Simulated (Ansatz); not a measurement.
# InP (110): surface energy and levels, part 2 of 2

The task, for InP: compute energy, relaxation and work function or band edges of the (110) face.

Ansatz 0.2.0; DFT PBEsol, scalar-relativistic, plane waves, PAW. The steps go on from the part before.

**4. Relaxing the (110) slab**

The COD entry's cell or inner coordinates are ideal or old and differ from later refinements, so a difference from it is no clean test against experiment.

File input.yaml:

```yaml
crystal:
  lattice:
    - [4.156502401, 0.0, 0.0]
    - [0.0, 5.8781820676, 0.0]
    - [0.0, 0.0, 27.4695072031]
  atoms:
    - { symbol: In, position: [0.5, 0.5, 0.2730300163] }
    - { symbol: P, position: [0.0, 0.75, 0.2730300163] }
    - { symbol: In, position: [0.0, 0.0, 0.3486866775] }
    - { symbol: P, position: [0.5, 0.25, 0.3486866775] }
    - { symbol: In, position: [0.5, 0.5, 0.4243433388] }
    - { symbol: P, position: [0.0, 0.75, 0.4243433388] }
    - { symbol: In, position: [0.0, 0.0, 0.5] }
    - { symbol: P, position: [0.5, 0.25, 0.5] }
    - { symbol: In, position: [0.5, 0.5, 0.5756566612] }
    - { symbol: P, position: [0.0, 0.75, 0.5756566612] }
    - { symbol: In, position: [0.0, 0.0, 0.6513133225] }
    - { symbol: P, position: [0.5, 0.25, 0.6513133225] }
    - { symbol: In, position: [0.5, 0.5, 0.7269699837] }
    - { symbol: P, position: [0.0, 0.75, 0.7269699837] }
basis:
  ecutwfc: 420
kpoints:
  mp_grid: { grid: [8, 6, 1] }
hamiltonian:
  xc: pbesol
scf:
  occupations: { method: gaussian, width: 0.05 }
output:
  forces: true
  eigenvalues: true
  write_density: true
  write_potential: true
  elf: true
  volumetric_format: npy
relax:
  adjacent_minimum: "off"
  f_tol: 0.02
  max_steps: 60
efield:
  axis: 3
  dipole_correction: true
```

Run with:

```sh
> ansatz run input.yaml --threads 1 --pin off --max-ram 2560MiB --backend cpu --events-out ev --progress --plain --runs-dir out
```

What it wrote:

```text
Warning: RAYON_NUM_THREADS=1 ignored (pool sized by the plan → 1); use --threads N
Engine: ansatz 0.2.0, x86_64-unknown-linux-gnu
Pseudopotentials: kind: paw
Pseudopotential: In, paw, valence charge 13, recommended cutoff 420 eV (normal), In.paw.azcp
Pseudopotential: P, paw, valence charge 5, recommended cutoff 420 eV (normal), P.paw.azcp
Functional definition: PBEsol
  exchange = pbesol_x
  correlation = pbesol_c
Crystal: 14 atoms, lattice volume = 671.154 Å³
Basis set: ecut = 420 eV, 13001 PW (Γ), exchange–correlation on 60×80×384 points (8 copies of the dense FFT grid, shifted against one another)
Bands: 77, of which v1, the nominal top of the filled ones, is band 63 counted from 1 (62 counted from 0)
Symmetry: 2 space group operations
k-points: 20 of 48 (time reversal used)
Non-local potential: In, projectors of the file, l = 0: 2, l = 1: 2, l = 2: 2, l = 3: 2
Non-local potential: P, projectors of the file, l = 0: 2, l = 1: 2, l = 2: 2
PAW form: soft (Blöchl's): semilocal exchange-correlation on the pseudo side does not see the compensation charge
PAW frozen core: In, regenerated for the run's functional, and the local potential with it (the file was generated under x = pbe(κ = 0.804, μ = 0.2195149727645171), c = pbe(β = 0.06672455060314922))
PAW frozen core: P, regenerated for the run's functional, and the local potential with it (the file was generated under x = pbe(κ = 0.804, μ = 0.2195149727645171), c = pbe(β = 0.06672455060314922))
PAW one-centre angular grid: In, 590 points (default); XC on 64 Gauss nodes
PAW one-centre angular grid: P, 110 points (default); XC on 64 Gauss nodes
Initial density: superposition of atomic densities (neutral atoms: chi_scale 0, normalization atom), corrected by the library's trained network
Initial wavefunctions: pseudopotential atomic-orbital guess
Functional: x = pbesol(κ = 0.804, μ = 0.12345679012345678), c = pbesol(β = 0.046)
SCF iter   1: F=—  HF=-43857.744678 eV  |F-HF|=—  |Δ(HF+E_count)|=         —  Δρ=3.64e-3  dr2=1.63e-1  ethr=1.77e-3  p=0.000 e·Å  D=1.26e-13 V/Å  ΔV_dip=-0.00 eV  dr2_dipole=2.21e-8  V_vac-E_F(+/−)=4.50/4.50 eV  ⟨swp⟩=8.8  Hψ=7071  notcnv=0  defer=51
efield: sawtooth ramp at fractional position 0.9500 (placed from the atoms, in the widest stretch of the axis that holds none; the zero of the levels goes with the place), width 0.1000; the density the first Hamiltonian is built on has a dipole p = 0.000 e·Å; the dipole correction subtracts the counter field D = 1.26e-13 V/Å, which shifts the + side's vacuum level by -0.00 eV against the − side's; the planar-averaged density in the ramp window peaks in size at 7.4e-6 e/Å³
preconditioner: auto → Resta (q_TF=auto, 2.065 Å⁻¹)  ε∞=2.6  [insulator: Δε(μ)=0.342 eV  Ē_g=12.855 eV  σ=0.050 eV  W_gap=1.00  n_scr=102 (ndim 8)  ℏωp=16.1 eV  f_vac=0.433  D(μ)=0.00/eV (n_scr^D=0)  ε∞_Penn≈2.6  vacuum switching on, ρ_ref=1.2e-2 e/Å³]
SCF iter   2: F=—  HF=-43857.711212 eV  |F-HF|=—  |Δ(HF+E_count)|=   3.35e-2  Δρ=1.44e-3  dr2=7.13e-2  ethr=1.30e-4  p=0.000 e·Å  D=2.37e-5 V/Å  ΔV_dip=-0.00 eV  dr2_dipole=1.83e-7  V_vac-E_F(+/−)=4.64/4.64 eV  ⟨swp⟩=3.6  Hψ=3401  notcnv=0  defer=144
SCF iter   3: F=—  HF=-43857.707893 eV  |F-HF|=—  |Δ(HF+E_count)|=   3.32e-3  Δρ=8.82e-4  dr2=4.58e-2  ethr=5.66e-5  p=-0.000 e·Å  D=-3.79e-5 V/Å  ΔV_dip=0.00 eV  dr2_dipole=7.37e-7  V_vac-E_F(+/−)=4.52/4.52 eV  ⟨swp⟩=2.9  Hψ=1870  notcnv=0  defer=144
SCF iter   4: F=—  HF=-43857.703637 eV  |F-HF|=—  |Δ(HF+E_count)|=   4.26e-3  Δρ=3.25e-4  dr2=8.46e-4  ethr=3.64e-5  p=0.000 e·Å  D=4.28e-5 V/Å  ΔV_dip=-0.00 eV  dr2_dipole=7.90e-7  V_vac-E_F(+/−)=4.58/4.58 eV  ⟨swp⟩=1.8  Hψ=1732  notcnv=0  defer=144
SCF iter   5: F=—  HF=-43857.704236 eV  |F-HF|=—  |Δ(HF+E_count)|=   5.99e-4  Δρ=1.32e-4  dr2=2.76e-4  ethr=6.72e-7  p=-0.001 e·Å  D=-2.29e-4 V/Å  ΔV_dip=0.01 eV  dr2_dipole=2.41e-5  V_vac-E_F(+/−)=4.58/4.57 eV  ⟨swp⟩=3.5  Hψ=3358  notcnv=0  defer=144
SCF iter   6: F=—  HF=-43857.704287 eV  |F-HF|=—  |Δ(HF+E_count)|=   5.09e-5  Δρ=4.76e-5  dr2=2.12e-4  ethr=2.19e-7  p=0.002 e·Å  D=6.25e-4 V/Å  ΔV_dip=-0.02 eV  dr2_dipole=1.81e-4  V_vac-E_F(+/−)=4.56/4.58 eV  ⟨swp⟩=2.0  Hψ=1731  notcnv=0  defer=144
SCF iter   7: F=—  HF=-43857.704269 eV  |F-HF|=—  |Δ(HF+E_count)|=   1.79e-5  Δρ=3.44e-5  dr2=3.78e-5  ethr=1.68e-7  p=-0.001 e·Å  D=-2.33e-4 V/Å  ΔV_dip=0.01 eV  dr2_dipole=2.54e-5  V_vac-E_F(+/−)=4.58/4.57 eV  ⟨swp⟩=2.0  Hψ=1646  notcnv=0  defer=144
SCF iter   8: F=-43857.704270 eV  HF=-43857.704271 eV  |F-HF|=1.66e-7  |Δ(HF+E_count)|=   1.61e-6  Δρ=1.34e-5  dr2=2.07e-6  ethr=7.94e-9  p=-0.000 e·Å  D=-3.63e-5 V/Å  ΔV_dip=0.00 eV  dr2_dipole=6.03e-7  V_vac-E_F(+/−)=4.57/4.57 eV  ⟨swp⟩=22.9  Hψ=17415  notcnv=0
SCF 1 converged in 8 iterations: F = -43857.704270 eV  dr2 = 2.07e-6
  Residual-converged pass: ⟨swp⟩=1.1  Hψ=1621  notcnv=0  max |occ|·‖R‖ = 7.1e-9 eV (tolerance 1.0e-8 eV)  dr2=2.07e-6  dr2_onsite=6.12e-8  max |Δocc| = 5.5e-16
relax step   1: F+E_penalty+E_count = -43857.70427040 eV  Δ(F+E_penalty+E_count) = +0.000e0 eV  max|allowed force component| = 1.130e0 eV/Å  Δτ_max = 0.0000 Å  (8 SCF iters, dr2 threshold 1.00e-5 eV, accepted)
[... 12 lines left out ...]
relax step   2: F+E_penalty+E_count = -43858.49552682 eV  Δ(F+E_penalty+E_count) = -7.913e-1 eV  max|allowed force component| = 8.287e-1 eV/Å  Δτ_max = 0.1948 Å  (6 SCF iters, dr2 threshold 7.99e-5 eV, accepted)
[... 10 lines left out ...]
relax step   3: F+E_penalty+E_count = -43858.86837733 eV  Δ(F+E_penalty+E_count) = -3.729e-1 eV  max|allowed force component| = 3.464e-1 eV/Å  Δτ_max = 0.1949 Å  (7 SCF iters, dr2 threshold 4.29e-5 eV, accepted)
[... 10 lines left out ...]
relax step   4: F+E_penalty+E_count = -43858.94974418 eV  Δ(F+E_penalty+E_count) = -8.137e-2 eV  max|allowed force component| = 1.051e-1 eV/Å  Δτ_max = 0.1910 Å  (7 SCF iters, dr2 threshold 2.10e-5 eV, accepted)
[... 9 lines left out ...]
relax step   5: F+E_penalty+E_count = -43858.95403204 eV  Δ(F+E_penalty+E_count) = -4.288e-3 eV  max|allowed force component| = 1.849e-2 eV/Å  Δτ_max = 0.0217 Å  (6 SCF iters, dr2 threshold 1.02e-6 eV, accepted)
[... 7 lines left out ...]
relax step   6: F+E_penalty+E_count = -43858.95403315 eV  Δ(F+E_penalty+E_count) = -1.101e-6 eV  max|allowed force component| = 1.835e-2 eV/Å  Δτ_max = 0.0000 Å  (3 SCF iters, accepted)
WARN: The output density's exchange-correlation potential varies sharply where the density is thin. Do not read a vacuum level from v_tot or v_xc, or from such a field of the output density. On a cell that repeats whose density bears no net charge and no dipole along the vacuum's axis use v_es (v_loc + v_h of the components); under efield.dipole_correction with no amplitude use v_es + v_field, which holds any external_charges[].barrier, or the levels of the report's work_function block, which leave it out; under a non-zero efield.amplitude the vacuum is tilted and has no level; on a cell that repeats and bears such a dipole with no correction it is tilted too, and efield.dipole_correction with no amplitude gives each side of its ramp a level where efield: is served; in a cell that repeats whose density bears a net charge (total_charge, or a fill off its count) it is curved and has none; of a slab under crystal.periodic whose density bears no net charge use v_es, which has a level on each side, short of where the two are joined; of another it falls or rises all the way out and has none; of a slab beside external_charges read slab_vacuum_level instead, which it has where they leave it neutral. The grid or the basis barely resolves most such structure, and the values can differ between equally converged runs; as a rule a tighter scf.convergence.dr2_threshold does not remove it. Where the density itself ripples (under the LDA too) a higher basis.ecutwfc lessens it. The files hold the spikes' plane waves up to the density's cutoff. Files: v_tot_of_output_density and the like, and their columns of v_z.tsv (output.write_potential); v_xc_of_output_density and the like, and their columns of v_comp_z.tsv (output.write_potential_components). Measured: with its Gaussian average of σ = 0.25 Å subtracted twice, the exchange-correlation potential is over 0.1 eV at 248 of the grid points where the equally averaged density (valence and model cores) is under 1e-3 e/Å³, and 0.223 eV at the most among them, at an averaged density of 8.7e-4 e/Å³. The input density's (outcome.potential() and, of a run that writes arrays, v_tot and v_xc) is over 0.1 eV, so measured, at 238 points of its own thin density, 0.224 eV at the most. See output.write_potential in the manual, Limitations
SCF converged after 3 iterations
Free energy (F): -43858.954033 eV
Harris-Foulkes:  -43858.954033 eV  (|F-HF|=1.51e-9)
Internal energy: -43858.954033 eV  (E = F + TS)
E sigma→0 (E₀):  -43858.954033 eV
Fermi energy:    1.651097 eV
Dipole field:    D = 0.000106 V/Å  (p = 0.000392 e·Å, saw-weighted, corrected)
Work function:   Φ+ = 4.6786 eV   Φ− = 4.6816 eV
Levels:          The Fermi level and band energies are counted from a zero that moves with the ramp; work functions are not
--- Per-component energies (eV) ---
  E_band       = -1089.243580
  E_kinetic    = 2187.422168
  E_local      = -73048.196990  (includes V_loc(G=0)·N_el)
  E_nonlocal   = 2818.729213
  E_hartree    = 35123.811976
  E_xc         = -1915.599367
  E_vxc        = -1116.599309  (∫ρ·V_xc dr)
  E_paw        = -32470.516080  (= ΣΔE_a)
  E_vpaw       = -2178.209878  (= ΣTr[D̂ρ^β])
  E_aug_tail   = 0.000201  (compensation charges beyond the density's cutoff)
  E_efield     = 0.000000  (sawtooth field / dipole correction)
  E_vefield    = 0.000000  (∫n·V_field dr)
  E_ewald      = 23443.420856
  E_core_change = 1.973990  (= ΣΔE_core)
  E_smearing   = -0.000000  (= −TS)
  E_closure    = -0.000000  (closes the sum)
  Σ components = -43858.954033   (vs F -43858.954033, Δ=0.00e0)
--- Forces (eV/Å), atoms counted from 1 ---
  atom   1  In     0.00000000    -0.00752811     0.00648331
  atom   2  P      0.00000000    -0.01199500    -0.00241014
  atom   3  In     0.00000000     0.00355550     0.01615961
  atom   4  P      0.00000000     0.01089919    -0.01551286
  atom   5  In     0.00000000     0.00911061     0.01833899
  atom   6  P      0.00000000    -0.00167990    -0.01257965
  atom   7  In     0.00000000    -0.00978414     0.00010064
  atom   8  P      0.00000000     0.00470223    -0.00019625
  atom   9  In     0.00000000     0.00906414    -0.01794962
  atom  10  P      0.00000000    -0.00165651     0.01209250
  atom  11  In     0.00000000     0.00336810    -0.01591380
  atom  12  P      0.00000000     0.01071425     0.01510902
  atom  13  In     0.00000000    -0.00706736    -0.00620714
  atom  14  P      0.00000000    -0.01169006     0.00240071
  max |Σ_I F_I| component: 8.47e-5 eV/Å
--- Band table (eV; the first three rows and the last of 20) ---
  k-point 0: bands = ["-13.1869", "-13.1862", "-13.1493", "-13.1350", "-13.1038", "-13.0479", "-13.0395", "-13.0311", "-13.0308", "-13.0276", "-12.9954", "-12.9717", "-12.9696", "-12.9692", "-12.9499", "-12.9488", "-12.9284", "-12.9198", "-12.9182", "-12.8955", "-12.8821", "-12.8610", "-12.8587", "-12.8543", "-12.8470", "-12.8456", "-12.8266", "-12.8233", "-12.8194", "-12.8087", "-12.7941", "-12.7818", "-12.7812", "-12.7672", "-12.7649", "-10.1680", "-9.8026", "-9.2148", "-8.5458", "-8.1130", "-7.9090", "-7.9004", "-4.5334", "-4.3141", "-3.8021", "-3.1458", "-2.4567", "-2.0290", "-1.8572", "-1.3152", "-1.2085", "-1.0403", "-0.9502", "-0.7720", "-0.3250", "-0.1658", "0.0509", "0.2511", "0.7153", "0.8719", "0.9160", "1.0150", "1.1523", "2.1499", "2.8653", "2.9130", "3.2253", "3.2867", "3.6561", "3.8413", "3.9055", "4.3103", "4.9805", "5.1928", "5.3165", "5.3959", "5.4589"]
[... 3 lines left out ...]
--- Relaxed structure (6 steps of the walk, 6 accepted, 0 SCFs on fresh bases) ---
  F+E_penalty+E_count = -43858.95403315 eV   max|allowed force component| = 1.835e-2 eV/Å
  atoms:
    - { symbol: In, position: [0.5, 0.5566893460358147, 0.2893299737787332] }
    - { symbol: P, position: [0.0, 0.7663093473663288, 0.2645297677663165] }
    - { symbol: In, position: [0.0, -0.016896928500410205, 0.34530229002514623] }
    - { symbol: P, position: [0.5, 0.23332580687612609, 0.3493590928943917] }
    - { symbol: In, position: [0.5, 0.4870201120654633, 0.4251247549142858] }
    - { symbol: P, position: [0.0, 0.7392853938040339, 0.42339779728747373] }
    - { symbol: In, position: [0.0, -0.015831899916161452, 0.5000017990125429] }
    - { symbol: P, position: [0.5, 0.23452411181939298, 0.49999981068209776] }
    - { symbol: In, position: [0.5, 0.48701380482359646, 0.5748738994165378] }
    - { symbol: P, position: [0.0, 0.7392751687020168, 0.5766050126564377] }
    - { symbol: In, position: [0.0, -0.016915333079528676, 0.6547004760469278] }
    - { symbol: P, position: [0.5, 0.23329957264922252, 0.6506385740079527] }
    - { symbol: In, position: [0.5, 0.556644171240994, 0.7106674185256322] }
    - { symbol: P, position: [0.0, 0.7662573261131098, 0.7354693329855226] }
```

Wall time 12 min (1 thread of Intel Xeon Platinum 8259CL at 2.50GHz (Skylake/Cascade Lake), shared host); peak memory 1.2 GiB.

The steps of the relaxation:

```
step  energy from step 1 (eV/cell)  largest force component (eV/Å)
   1                        0.0000                          1.1304
   2                       -0.7913                          0.8287
   3                       -1.1641                          0.3464
   4                       -1.2455                          0.1051
   5                       -1.2498                          0.0185
   6                       -1.2498                          0.0183
```

Step 1 is the start.

This gives gap on the mesh 1.00 eV; ionisation potential 5.18 eV; electron affinity 4.18 eV.

Plane-averaged electrostatic potential energy of an electron across the slab, counted from the valence-band top:

(z (Å), V (eV)): (1.43, 5.18), (2.00, 5.18), (2.58, 5.18), (2.86, 5.18), (3.43, 5.18), (4.01, 5.18), (4.58, 5.17), (4.86, 5.16), (5.44, 5.06), (6.01, 4.56), (6.58, 2.14), (6.87, -0.69), (7.44, -5.36), (8.01, -3.57), (8.58, -1.98), (8.87, -3.07), (9.44, -7.59), (10.01, -4.34), (10.59, 0.96), (10.87, -0.35), (11.45, -6.74), (12.02, -5.36), (12.59, 0.45), (12.88, 0.06), (13.45, -6.22), (14.02, -6.22), (14.59, 0.06), (14.88, 0.45), (15.45, -5.36), (16.02, -6.74), (16.60, -0.35), (16.88, 0.96), (17.45, -4.34), (18.03, -7.60), (18.60, -3.07), (18.89, -1.98), (19.46, -3.58), (20.03, -5.36), (20.60, -0.70), (20.89, 2.14), (21.46, 4.56), (22.03, 5.05), (22.61, 5.15), (22.89, 5.17), (23.46, 5.18), (24.04, 5.18), (24.61, 5.18), (24.89, 5.18), (25.47, 5.18), (26.04, 5.18)

Density in a lattice plane of the grid's cell (edges 5.88 and 27.47 Å, at 0.000 of the third edge), which holds P and In.

Ten even steps from ' ' (0.00 e/Å³) to '@' (12.59 e/Å³):
```
            
            
            
            
            
            
@@          
            
            
@@          
            
            
@@          
            
            
            
            
            
            
            
```
Columns run along the first of these edges and rows up along the second, over one cell in 6 and 20 even steps from the bottom left corner. Atoms in the plane (fractional): P at (0.77, 0.26), In at (0.98, 0.35), P at (0.74, 0.42), In at (0.98, 0.50), P at (0.74, 0.58), In at (0.98, 0.65), P at (0.77, 0.74).

ELF in the same plane.

Ten even steps from ' ' (0.00) to '@' (0.90):
```
            
            
            
**    ..++%%
@@    ++%%%%
--..  ::**%%
  ::    ..::
--    ==##@@
--..  --%%@@
  ::    ..::
--..  --%%@@
--    ==##@@
  ::    ..::
--..  ::**%%
@@    ++%%%%
**    ..++%%
            
            
            
            
```
Columns run along the first of these edges and rows up along the second, over one cell in 6 and 20 even steps from the bottom left corner. Atoms in the plane (fractional): P at (0.77, 0.26), In at (0.98, 0.35), P at (0.74, 0.42), In at (0.98, 0.50), P at (0.74, 0.58), In at (0.98, 0.65), P at (0.77, 0.74).

Both are smooth fields of the valence electrons: close to the nuclei they are not physical.

The highest ELF values outside the cores: 0.95 beside P, off the lines to its neighbours, 1.0 Å from P; 0.90 on the P–In line, 0.9 Å from P.

**5. What the (110) slab gives**

γ = (E_slab − N E_bulk) / (2A); here N = 14 and A = 24.43 Å².

|  | as cut | relaxed |
| --- | --- | --- |
| surface energy, mean of both faces | 1.10 J/m² | 0.69 J/m² |
| gap of the slab on the mesh | 0.35 eV | 1.00 eV |
| bulk valence top under the vacuum level | 4.81 eV | 5.17 eV |
| bulk conduction bottom under the vacuum level | 4.24 eV | 4.60 eV |
| dipole along +c (e·Å/cell) | 0.000 | 0.000 |

The bulk's band edges are placed through the mean potential in the slab's middle.

Spacings of the planes, from the bottom up:

| plane | atoms | spacing to the next, as cut (Å) | relaxed (Å) | change (%) | rumpling (Å) |
| --- | --- | --- | --- | --- | --- |
| 1 | InP | 2.078 | 1.934 | -6.9 | 0.681 |
| 2 | InP | 2.078 | 2.113 | +1.7 | 0.111 |
| 3 | InP | 2.078 | 2.081 | +0.1 | 0.047 |
| 4 | InP | 2.078 | 2.081 | +0.1 | 0.000 |
| 5 | InP | 2.078 | 2.113 | +1.7 | 0.048 |
| 6 | InP | 2.078 | 1.934 | -6.9 | 0.112 |
| 7 | InP |  |  |  | 0.681 |

**6. Summary of results**

The summary covers parts 1 to 2.

| quantity | value |
| --- | --- |
| surface energy, (110), cut with InP on top | 0.69 J/m² |
| bulk valence top under the vacuum level, (110), cut with InP on top | 5.17 eV |

In words: The outermost spacing of (110) contracts by 6.9 %, and relaxation gains 0.410 J/m² a face. The top plane rumples by 0.68 Å. Gaps are read on the k points sampled, so a crossing between them can be missed.
